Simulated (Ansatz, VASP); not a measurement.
One calculation of HgTe, two programs

```xyz
2
Lattice="0.0000 3.2011 3.2011 3.2011 0.0000 3.2011 3.2011 3.2011 0.0000" Properties=species:S:1:pos:R:3 pbc="T T T"
Hg    0.0000    0.0000    0.0000
Te    3.2011    3.2011    3.2011
```

Change from the starting cell: volume scaled by 1.02.

Alike in both runs: task single point; functional PBEsol; k mesh 7 × 7 × 7; occupations fermi-dirac, width 0.05 eV; no spin polarisation.

|  | VASP | Ansatz |
| --- | --- | --- |
| version | VASP 6.6.1 | Ansatz 0.2.0 |
| potentials or method | VASP PAW PBE potentials, release 64 (Hg, Te), cutoff 520 eV | all-electron LAPW, scalar-relativistic |

```tsv
	VASP	Ansatz	Ansatz less VASP
gap on the k mesh at the Fermi level (eV)	none	none	-
pressure (GPa)	-6.8	-6.8	-0.06
```

A gap of «none» marks a metal or a gap that the smearing closes. Ansatz ran all-electron here, so the differences hold the error of VASP's frozen core and of both bases.

Caveats: the PAW data sets were made with another functional, which shifts forces and pressure a little (VASP). The runs have no spin-orbit coupling, so splittings on Hg, Te are missing.
